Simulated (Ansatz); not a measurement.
CoSi: opening a crack plane

CoSi, P2_13, a = 4.431 Å. Ansatz: PBE, PAW, 420 eV, Γ-centred 9×9×5 mesh on 16 atoms, Gaussian smearing 0.15 eV; no spin polarisation. One cut on (100) per cell of 16 atoms is opened rigidly by x, between planes of Co+Si and Co+Si that stand 1.28 Å apart; y is the energy per area (19.632 Å², 1 eV/Å² = 16.02 J/m²).

| x (Å) | y (J/m²) |
| --- | --- |
| 0.00 | 0.000 |
| 0.25 | 0.373 |
| 0.50 | 1.105 |
| 1.00 | 2.528 |
| 1.50 | ? |
| 2.00 | 3.821 |
| 3.00 | 4.068 |
| 6.00 | 4.119 |

Fit the universal binding curve y = W[1 − (1 + x/l) e^(−x/l)] to the other rows, give the peak stress, and predict the missing value.

Least squares gives W = 4.14 J/m² and l = 0.487 Å. The stress dy/dx peaks at x = l with W/(e l) = 31.3 GPa, for rigid faces. At x = 1.50: x/l = 3.080, y = 3.364 J/m². The run gave 3.405 J/m², so the fit is 0.041 J/m² too low, within twice the rms miss on the fitted rows (0.021 J/m²).

Cost: 9 runs of about 22 core-minutes in all, on Intel Xeon 6975P-C (Granite Rapids) (shared hosts).